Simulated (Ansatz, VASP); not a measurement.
Two plane-wave programs on Te

INCAR

```
PREC     = Accurate       # precision mode
ENCUT    = 520            # plane-wave cutoff, eV
EDIFF    = 1E-7           # SCF threshold, eV
ISMEAR   = -1             # smearing method
SIGMA    = 0.05           # smearing width, eV
LREAL    = F              # projectors in reciprocal space
LASPH    = T              # aspherical terms in the spheres
NELM     = 80             # most SCF steps
ALGO     = Normal         # electronic algorithm
ISIF     = 2              # what is computed and relaxed
LWAVE    = F              # write WAVECAR
LCHARG   = F              # write CHGCAR
GGA      = PS             # functional
NBANDS   = 16             # bands
```

File KPOINTS:

```
Automatic mesh
0
Gamma
  7 7 5
```

Contents of POSCAR:

```
Te
1.0
    4.5413555111      0.0000000000      0.0000000000
   -2.2706777555      3.9329292402      0.0000000000
    0.0000000000      0.0000000000      6.0401863600
Te
3
Direct
    0.7310000000      0.7310000000      0.0000000000
    0.0000000000      0.2690000000      0.6666666667
    0.2690000000      0.0000000000      0.3333333333
```

input.yaml

```yaml
crystal:
  lattice:
    - [4.5413555111, 0.0, 0.0]
    - [-2.2706777555, 3.9329292402, 0.0]
    - [0.0, 0.0, 6.04018636]
  atoms:
    - { symbol: Te, position: [0.731, 0.731, 0.0] }
    - { symbol: Te, position: [0.0, 0.269, 0.6666666667] }
    - { symbol: Te, position: [0.269, 0.0, 0.3333333333] }
hamiltonian:
  xc: pbesol
  pseudopotentials: { kind: paw }
kpoints:
  mp_grid: { grid: [7, 7, 5] }
scf:
  occupations: { method: fermi_dirac, width: 0.05 }
output:
  forces: true
  stress: true
  eigenvalues: true
```

Change from the starting cell: volume scaled by 1.06.

Alike in both runs: task single point; functional PBEsol; k mesh 7 × 7 × 5; occupations fermi-dirac, width 0.05 eV; no spin polarisation.

```csv
,VASP,Ansatz
version,VASP 6.6.1,Ansatz 0.2.0
potentials or method,"VASP PAW PBE potentials, release 64 (Te)",Ansatz PAW
plane-wave cutoff (eV),520,420
valence electrons in the cell,18,48
```

Ansatz gave:

```
gap on the k mesh at the Fermi level (eV)       : 0.60
least direct gap on the mesh (eV)               : 0.73
pressure (GPa)                                  : -3.3
largest component of the traceless stress (GPa) : 0.59
rms of the force components (eV/Å)              : 0.103
```

**Question.** Estimate VASP's values.

**Answer.** gap on the k mesh at the Fermi level (eV): 0.60; least direct gap on the mesh (eV): 0.72; pressure (GPa): -3.3; largest component of the traceless stress (GPa): 0.56; rms of the force components (eV/Å): 0.094.

Atom by atom the forces differ by 0.009 eV/Å (rms over components). The two sets of potentials don't hold the same shells in valence.

Caveats: spin-orbit coupling is left out, which moves the levels of the heavy elements; the PAW data sets were made with another functional, which shifts forces and pressure a little (VASP); an odd mesh through Γ misses points on the zone boundary, where band edges often lie (VASP); odd divisions of the mesh miss points on the zone boundary, where band edges often lie, so the gap on the mesh can be too wide (Ansatz); the PAW data sets come from PBE, with cores solved anew for the run's functional, which leaves a small shift of forces and pressure (Ansatz).
